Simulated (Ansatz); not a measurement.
Write the native input for Ansatz 0.2.0 that does the following.

- Task: single point
- Functional: PBE
- Potentials or basis: all-electron LAPW, scalar-relativistic
- Cutoff: 254 eV (chosen from the basis error)
- Basis error allowed: 0.001 eV/atom
- k mesh: 10 × 10 × 10
- Occupations: gaussian, width 0.027 eV
- Spin: no spin polarisation

ZrC:

```
CELL_PARAMETERS angstrom
0.00000 2.36500 2.36500
2.36500 0.00000 2.36500
2.36500 2.36500 0.00000
ATOMIC_POSITIONS crystal
Zr 0.50000 0.50000 0.50000
C 0.00000 0.00000 0.00000
```

One way to write it, as run:

input.yaml

```yaml
crystal:
  lattice:
    - [0.0, 2.365, 2.365]
    - [2.365, 0.0, 2.365]
    - [2.365, 2.365, 0.0]
  atoms:
    - { symbol: Zr, position: [0.5, 0.5, 0.5] }
    - { symbol: C, position: [0.0, 0.0, 0.0] }
kpoints:
  mp_grid: { grid: [10, 10, 10] }
scf:
  occupations: { method: gaussian, width: 0.027 }
hamiltonian:
  xc: pbe
  pseudopotentials: { kind: all_electron, lapw: { basis_error: 0.001 } }
output:
  forces: true
  stress: true
  eigenvalues: true
```

Potentials or basis: all-electron LAPW, scalar-relativistic.

Command:

```console
$ ansatz run input.yaml --threads 1 --pin off --max-ram 3072MiB --backend cpu --events-out ev --progress --plain --runs-dir out
```

Results of the run:

```yaml
Pressure: -2.9 GPa
```

Run time: 4.2 s on 1 thread of Intel(R) Xeon(R) Platinum 8559C (Emerald Rapids) (shared host), peak memory 0.33 GiB.
